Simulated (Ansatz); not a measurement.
# SiC: the cost of one run

Program: Ansatz 0.2.0. Level of theory: DFT PBE, scalar-relativistic, plane waves, PAW. These are calculated values, not measurements.

### Step 1. Starting point

The structure is monoclinic, space group Cm (No. 8). Conventional cell: a = 4.797 Å, b = 2.784 Å, c = 4.206 Å, α = 90.00°, β = 93.99°, γ = 90.00°. Si (site symmetry m) has 3 C at 1.59 to 1.61 Å as nearest neighbours. C (site symmetry m) has 3 Si at 1.59 to 1.61 Å as nearest neighbours.

Structure file:

```
CELL_PARAMETERS angstrom
2.39842 -1.39179 0.00000
2.39842 1.39179 0.00000
-0.29287 0.00000 4.19553
ATOMIC_POSITIONS crystal
Si 0.83382 0.83382 0.50009
C 0.16618 0.16618 0.49990
```

The start is an ordering of an alloy on its end members' structure types: elements ordered on the sites of the C type, Si/C on C (Cm, No. 8).

### Step 2. A first look at the guess

input.yaml reads:

```yaml
crystal:
  lattice:
    - [2.39842444, -1.39178738, 0.0]
    - [2.39842444, 1.39178738, 0.0]
    - [-0.2928714, 0.0, 4.19552715]
  atoms:
    - { symbol: Si, position: [0.83381701, 0.83381701, 0.500095] }
    - { symbol: C, position: [0.16618299, 0.16618299, 0.499905] }
basis:
  ecutwfc: 420
kpoints:
  mp_grid: { grid: [8, 8, 4] }
hamiltonian:
  xc: pbe
scf:
  occupations: { method: gaussian, width: 0.1 }
  lower_state_search: "off"
output:
  forces: true
  stress: true
  eigenvalues: true
```

The run is started by

```sh
$ ansatz run input.yaml --threads 1 --pin off --max-ram 2560MiB --backend cpu --events-out ev --progress --plain --runs-dir out
```

What time and memory should one allow on 1 thread of Arm Neoverse V2, shared host?

About 2 s, with a peak of 0.28 GiB.
